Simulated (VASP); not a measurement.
# ZnO (P6_3/mmc) in VASP: further runs, part 2 of 2

VASP 6.6.1.

## (4) Dielectric tensor, LDA

INCAR reads:

```
SYSTEM = ZnO
ALGO = Normal ; EDIFF = 1E-8
ENCUT = 400 ; GGA = CA
ISIF = 2 ; ISMEAR = 0
LASPH = .True. ; LCHARG = .False.
LEPSILON = .True. ; LREAL = .False.
LWAVE = .False. ; NELM = 100
PREC = Accurate ; SIGMA = 0.01
```

KPOINTS reads:

```
k-points
0
Gamma
  6 6 3
  0 0 0
```

POSCAR reads:

```
ZnO
1.0
    3.2879671587      0.0000000000      0.0000000000
   -1.6439835793      2.8474630862      0.0000000000
    0.0000000000      0.0000000000      7.1304413500
Zn O
2 2
Direct
    0.0000000000      0.0000000000      0.2500000000
    0.0000000000      0.0000000000      0.7500000000
    0.6666666667      0.3333333333      0.7500000000
    0.3333333333      0.6666666667      0.2500000000
```

Potentials or basis: VASP PAW LDA potentials, release 64 (Zn, O).

The run is started by

```sh
$ cat potpaw_LDA.64/Zn/POTCAR potpaw_LDA.64/O/POTCAR > POTCAR
$ mpirun -np 1 vasp_std > vasp.out
```

OUTCAR:

```text
SYSTEM = ZnO
   EDIFF = 1E-8
   ENCUT = 400
   GGA = CA
   ISIF = 2
   ISMEAR = 0
   LASPH = .True.
   LEPSILON = .True.
   LREAL = .False.
   NELM = 100
   PREC = Accurate

 Found     14 irreducible k-points:

 Following reciprocal coordinates:
            Coordinates               Weight
  0.000000  0.000000  0.000000      1.000000
  0.166667 -0.000000  0.000000      6.000000
  0.333333  0.000000  0.000000      6.000000
  0.500000  0.000000  0.000000      3.000000
  0.166667  0.166667  0.000000      6.000000
  0.333333  0.166667  0.000000     12.000000
   k-points           NKPTS =     14   k-points in BZ     NKDIM =     14   number of bands    NBANDS=     22
   number of dos      NEDOS =    301   number of ions     NIONS =      4
   total plane-waves  NPLWV =  27648
   dimension x,y,z NGX =    24 NGY =   24 NGZ =   48
   dimension x,y,z NGXF=    48 NGYF=   48 NGZF=   96
   ions per type =               2   2
   NGX,Y,Z   is equivalent  to a cutoff of  12.13, 12.13, 11.19 a.u.
   NGXF,Y,Z  is equivalent  to a cutoff of  24.27, 24.27, 22.38 a.u.
 SYSTEM =  ZnO
   PREC   = accura    normal or accurate (medium, high low for compatibility)
   ISTART =      0    job   : 0-new  1-cont  2-samecut
   ICHARG =      2    charge: 1-file 2-atom 10-const
   ISPIN  =      1    spin polarized calculation?
   LNONCOLLINEAR =      F non collinear calculations
   LSORBIT =      F    spin-orbit coupling
   LASPH  =      T    aspherical Exc in radial PAW
   ENCUT  =  400.0 eV  29.40 Ry    5.42 a.u.   5.36  5.36 11.63*2*pi/ulx,y,z
   NELM   =    100;   NELMIN=  2; NELMDL= -5     # of ELM steps
   EDIFF  = 0.1E-07   stopping-criterion for ELM
   LREAL  =      F    real-space projection
   EDIFFG = 0.1E-06   stopping-criterion for IOM
   NSW    =      0    number of steps for IOM
   IBRION =     -1    ionic relax: 0-MD 1-quasi-New 2-CG
   NFREE  =      0    steps in history (QN), initial steepest desc. (CG)
   ISIF   =      2    stress and relaxation
   ISYM   =      2    0-nonsym 1-usesym 2-fastsym
   POTIM  = 0.5000    time-step for ionic-motion
   TEBEG  =    0.0;   TEEND  =   0.0 temperature during run
[... 231 lines left out ...]
 Free energy of the ion-electron system (eV)
  ---------------------------------------------------
  ---------------------------------------------------
  free energy    TOTEN  =        -1.51571001 eV

  energy without entropy =       -1.51571001

------------------------ aborting loop because EDIFF is reached ----------------------------------------

--------------------------------------- Ionic step        2  -------------------------------------------

------------------------ aborting loop because EDIFF is reached ----------------------------------------

--------------------------------------- Ionic step        3  -------------------------------------------

 Free energy of the ion-electron system (eV)
  ---------------------------------------------------
  ---------------------------------------------------
  free energy    TOTEN  =        -0.37882897 eV

  energy without entropy =       -0.37882897

------------------------ aborting loop because EDIFF is reached ----------------------------------------

 PIEZOELECTRIC TENSOR FIELD DIRECTION 3  (e Angst)
 -----------------------------------------------------------------------------
     0.00050  0.00000  0.00000           (  0.00001  0.00000  0.00000)
     0.00000  0.00050 -0.00000           (  0.00000  0.00001  0.00000)
     0.00000  0.00000 -0.00044           (  0.00000  0.00000 -0.00001)

 PIEZOELECTRIC TENSOR FIELD DIRECTION 3  (C/m^2)
 -----------------------------------------------------------------------------
     0.00012  0.00000  0.00000
     0.00000  0.00012 -0.00000
     0.00000  0.00000 -0.00011

 MACROSCOPIC STATIC DIELECTRIC TENSOR (including local field effects in DFT)
 ------------------------------------------------------
           9.023409     0.000000     0.000000
           0.000000     9.023409    -0.000000
           0.000000     0.000000     2.892159
 ------------------------------------------------------

 PIEZOELECTRIC TENSOR (including local field effects)  for field in x, y, z        (e  Angst)
          XX          YY          ZZ          XY          YZ          ZX
  --------------------------------------------------------------------------------
  x     0.00000     0.00000     0.00000     0.00000     0.00000     0.00000
  y     0.00000     0.00000     0.00000     0.00000     0.00000     0.00000
  z     0.00000     0.00000     0.00000     0.00000     0.00000     0.00000

 PIEZOELECTRIC TENSOR (including local field effects)  for field in x, y, z        (C/m^2)
          XX          YY          ZZ          XY          YZ          ZX
  --------------------------------------------------------------------------------
  x     0.00000     0.00000     0.00000     0.00000     0.00000     0.00000
  y     0.00000     0.00000     0.00000     0.00000     0.00000     0.00000
  z     0.00000     0.00000     0.00000     0.00000     0.00000     0.00000

 BORN EFFECTIVE CHARGES (including local field effects) (in |e|, cummulative output)
 ---------------------------------------------------------------------------------
 ion    1
    1     2.74049     0.00000     0.00000
    2     0.00000     2.74049     0.00000
    3    -0.00000     0.00000     0.86456
 ion    2
    1     2.74049     0.00000     0.00000
    2     0.00000     2.74049     0.00000
    3    -0.00000     0.00000     0.86456
 ion    3
    1    -2.74049    -0.00000     0.00000
    2    -0.00000    -2.74049     0.00000
    3     0.00000     0.00000    -0.86456
 ion    4
    1    -2.74049    -0.00000     0.00000
    2    -0.00000    -2.74049     0.00000
    3    -0.00000     0.00000    -0.86456
```

It took 66 s on 1 thread of Intel Xeon 6975P-C (Granite Rapids), shared host; peak memory 0.2 GiB.

These settings aren't checked as converged: the numbers below hold their error.

Results:

```yaml
Band_gap_on_the_k_mesh: 0.76 eV, direct
Electronic_dielectric_tensor_diagonal: 9.02, 9.02, 2.89
Born_charges_mean_of_the_diagonal: Zn +2.12; O -2.12 e
```
